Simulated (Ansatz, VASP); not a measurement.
**Na in VASP and in Ansatz**

File POSCAR:

```
Na
1.0
    3.1966520447     -1.8565520294      0.0000000000
    3.1966520447      1.8565520294      0.0000000000
   -2.1744518352      0.0000000000      9.3648511597
Na
3
Direct
    0.0000000000      0.0000000000      0.0000000000
    0.2224150000      0.2224150000      0.6666760000
    0.7775850000      0.7775850000      0.3333240000
```

File INCAR.step1:

```
PREC = Accurate
ENCUT = 520
ISMEAR = 0
SIGMA = 0.1
LREAL = False
LASPH = True
NELM = 100
NBANDS = 18
GGA = PE
ALGO = Normal
EDIFF = 1E-4
LWAVE = True
LCHARG = False
```

The input INCAR.step2:

```
PREC = Accurate
ENCUT = 520
EDIFF = 1E-6
ISMEAR = 0
SIGMA = 0.1
LREAL = False
LASPH = True
NELM = 100
ALGO = Normal
ISIF = 2
LWAVE = False
LCHARG = True
METAGGA = R2SCAN
LMIXTAU = True
LELF = True
LVHAR = True
NBANDS = 18
ISTART = 1
```

Contents of KPOINTS:

```
Automatic mesh
0
Gamma
  6 6 2
```

Input for Ansatz:

```yaml
crystal:
  lattice:
    - [3.1966520447, -1.8565520294, 0.0]
    - [3.1966520447, 1.8565520294, 0.0]
    - [-2.1744518352, 0.0, 9.3648511597]
  atoms:
    - { symbol: Na, position: [0.0, 0.0, 0.0] }
    - { symbol: Na, position: [0.222415, 0.222415, 0.666676] }
    - { symbol: Na, position: [0.777585, 0.777585, 0.333324] }
basis:
  ecutwfc: 500
kpoints:
  mp_grid: { grid: [6, 6, 2] }
hamiltonian:
  xc: r2scan
scf:
  occupations: { method: gaussian, width: 0.1 }
output:
  forces: true
  stress: true
  eigenvalues: true
```

This isn't the form of Na at room conditions, which is bcc.

Alike in both runs: task single point; functional r2SCAN; k mesh 6 × 6 × 2; occupations gaussian, width 0.1 eV; no spin polarisation.

```csv
,VASP,Ansatz
version,VASP 6.6.1,Ansatz 0.2.0
potentials or method,"VASP PAW PBE potentials, release 64 (Na_pv)","scalar-relativistic, plane waves, PAW"
plane-wave cutoff (eV),520,500
valence electrons in the cell,21,27
```

Ansatz gave:

- gap on the k mesh at the Fermi level (eV): none
- pressure (GPa): 0.1
- largest component of the traceless stress (GPa): 0.85

**Question.** Estimate VASP's values.

**Answer.** gap on the k mesh at the Fermi level (eV): none; pressure (GPa): 0.2; largest component of the traceless stress (GPa): 0.82.

A gap of «none» marks a metal or a gap that the smearing closes. The two sets of potentials don't hold the same shells in valence.

Caveats: the PAW data sets were made with another functional, which shifts forces and pressure a little (VASP).
